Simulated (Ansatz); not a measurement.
# AlCo (AlCo (110), 2 layers): a relaxation

Wanted: a converged relaxation for AlCo (AlCo (110), 2 layers), and a check of what comes out. The structure is shown as the input types it.

Computed with Ansatz 0.2.0 (DFT, PBE, all-electron LAPW, scalar-relativistic, unless a step's input says otherwise).

### Step 1. The structure to begin with

Symmetry: Pmma, No. 51, orthorhombic system. Conventional cell: a = 4.034 Å, b = 2.853 Å, c = 18.017 Å, α = 90.00°, β = 90.00°, γ = 90.00°. Co (site symmetry mm2) is surrounded by 6 Al at 2.48 Å and 2 Co at 2.70 Å. Al (site symmetry mm2) has 6 Co at 2.48 Å as nearest neighbours.

As a file:

```cif
data_structure
_symmetry_space_group_name_H-M 'P 1'
_symmetry_Int_Tables_number 1
_cell_length_a 2.8528
_cell_length_b 4.0345
_cell_length_c 18.0172
_cell_angle_alpha 90.000
_cell_angle_beta 90.000
_cell_angle_gamma 90.000
_cell_volume 207.37
loop_
_atom_site_label
_atom_site_type_symbol
_atom_site_fract_x
_atom_site_fract_y
_atom_site_fract_z
_atom_site_occupancy
Co1 Co 0.75000 0.00000 0.45012 1
Al1 Al 0.25000 0.50000 0.43739 1
Co2 Co 0.75000 0.50000 0.54988 1
Al2 Al 0.25000 0.00000 0.56261 1
```

### Step 2. Running it

input.yaml

```yaml
crystal:
  lattice:
    - [2.8528193275, 0.0, 0.0]
    - [0.0, 4.034495784, 0.0]
    - [0.0, 0.0, 18.0172]
  atoms:
    - { symbol: Co, position: [0.75, 0.0, 0.4501234526] }
    - { symbol: Al, position: [0.25, 0.5, 0.4373913154] }
    - { symbol: Co, position: [0.75, 0.5, 0.5498765404] }
    - { symbol: Al, position: [0.25, 0.0, 0.5626086916] }
kpoints:
  mp_grid: { grid: [13, 9, 1] }
scf:
  occupations: { method: fermi_dirac, width: 0.1 }
  convergence: { dr2_threshold: 1.0e-20 }
  max_iter: 100
hamiltonian:
  xc: pbe
  pseudopotentials: { kind: all_electron, lapw: { basis_error: 0.001 } }
output:
  forces: true
  stress: true
  eigenvalues: true
relax:
  f_tol: 0.01
  max_steps: 12
efield:
  axis: 3
  amplitude: 0
  dipole_correction: true
```

Run with:

```
> ansatz run input.yaml --threads 2 --pin off --max-ram 6144MiB --backend cpu --events-out ev --progress --plain --runs-dir out
```

What happens when this is run?

This run ends as converged. That alone doesn't make the input a sound one.

The suspect setting: scf.convergence.dr2_threshold is 1.0e-20. The risk: threshold needlessly tight. Once met, so tight a threshold does no harm; it costs cycles.

Run again and compare: delete scf.convergence.dr2_threshold (the default then holds).
